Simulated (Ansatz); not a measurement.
# ZnO (Zincite): the cost of one run

Program: Ansatz 0.2.0. Level of theory: DFT, PBE, plane-wave PAW, default files, scalar-relativistic. These are calculated values, not measurements.

## Step 1: Starting point

It takes space group P6_3mc (No. 186, hexagonal). Conventional cell: a = 3.249 Å, b = 3.249 Å, c = 5.204 Å, α = 90.00°, β = 90.00°, γ = 120.00°. Zn (site symmetry 3m) is surrounded by 4 O at 1.97 to 1.99 Å. O (site symmetry 3m) has 4 Zn at 1.97 to 1.99 Å as nearest neighbours.

As a file:

```
Zn O
1.0
     3.24940    0.00000    0.00000
    -1.62470    2.81406    0.00000
     0.00000    0.00000    5.20380
Zn O
2 2
Cartesian
  0.0000 1.8760 0.0000
  1.6247 0.9380 2.6019
  0.0000 1.8760 1.9884
  1.6247 0.9380 4.5903
```

## Step 2: Single point at the given positions

input.yaml

```yaml
crystal:
  lattice:
    - [3.2494, 0.0, 0.0]
    - [-1.6247, 2.8140629471, 0.0]
    - [0.0, 0.0, 5.2038]
  atoms:
    - { symbol: Zn, position: [0.3333333333, 0.6666666667, 0.0] }
    - { symbol: Zn, position: [0.6666666667, 0.3333333333, 0.5] }
    - { symbol: O, position: [0.3333333333, 0.6666666667, 0.3821] }
    - { symbol: O, position: [0.6666666667, 0.3333333333, 0.8821] }
kpoints:
  mp_grid: { grid: [11, 11, 6] }
scf:
  occupations: { method: fermi_dirac, width: 0.02 }
hamiltonian:
  xc: pbe
  pseudopotentials: { kind: paw }
output:
  forces: true
  stress: true
  populations: true
  efg:
    quadrupole_moments_barn: { Zn: 0.122, O: -0.02558 }
    contact_densities: true
  write_density: true
  write_potential: true
  elf: true
  volumetric_format: npy
```

Command:

```
$ ansatz run input.yaml --threads 1 --pin off --max-ram 3072MiB --backend cpu --events-out ev --progress --plain --runs-dir out
```

What time and memory should one allow on 1 thread of AMD EPYC 9R45 (Zen 5), shared host?

About 2.9 s, with a peak of 0.47 GiB.
